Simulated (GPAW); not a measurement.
Input of a GPAW 26.7.0 run:

File run.py:

```python
from ase import Atoms
from ase.filters import FrechetCellFilter
from ase.io import write
from ase.optimize import BFGS
from gpaw import GPAW, PW, setup_paths

setup_paths.insert(0, '.')

atoms = Atoms(['Se', 'Se', 'Ti', 'Ti'],
              cell=[[3.559, 0.0, 0.0],
                    [-1.7795, 3.0821844121, 0.0],
                    [0.0, 0.0, 6.22]],
              scaled_positions=[[0.6666666667, 0.3333333333, 0.75],
                                [0.3333333333, 0.6666666667, 0.25],
                                [0.0, 0.0, 0.5],
                                [0.0, 0.0, 0.0]],
              pbc=True)

calc = GPAW(mode=PW(600),
            xc='PBEsol',
            kpts={'size': (6, 6, 3), 'gamma': True},
            occupations={'name': 'fermi-dirac', 'width': 0.05},
            nbands=34,
            convergence={'density': 1e-05, 'forces': 0.0001},
            maxiter=150,
            txt='gpaw.txt')
atoms.calc = calc
opt = BFGS(FrechetCellFilter(atoms), trajectory='relax.traj', logfile='-')
done = opt.run(fmax=0.02, steps=60)
calc.write('gs.gpw')
write('result.traj', atoms)
print('Converged:', done)
print('Cell:', atoms.cell.cellpar().round(4))
print('Volume:', round(atoms.get_volume(), 4))
print(atoms.get_scaled_positions().round(5))
```

Potentials or basis: PAW data sets generated in the run's folder for this functional, pw.

Run with:

```console
$ gpaw-setup -f PBEsol Se Ti
$ OMP_NUM_THREADS=1 python run.py
```

Predict the relaxed cell.

a = 3.363 Å, b = 3.363 Å, c = 6.737 Å, α = 90.00°, β = 90.00°, γ = 120.00°.

Predict the relaxed volume.

16.50 Å³/atom.

Predict the band gap on the k mesh.

none (metal or under the smearing width).

Final structure:
```yaml
crystal:
  lattice:
    - [3.36319, 0.00000, 0.00000]
    - [-1.68160, 2.91261, 0.00000]
    - [0.00000, 0.00000, 6.73737]
  atoms:
    - { symbol: Se, position: [0.66667, 0.33333, 0.75000] }
    - { symbol: Se, position: [0.33333, 0.66667, 0.25000] }
    - { symbol: Ti, position: [0.00000, 0.00000, 0.50000] }
    - { symbol: Ti, position: [0.00000, 0.00000, 0.00000] }
```

Caveat: later steps reuse the first step's grids.
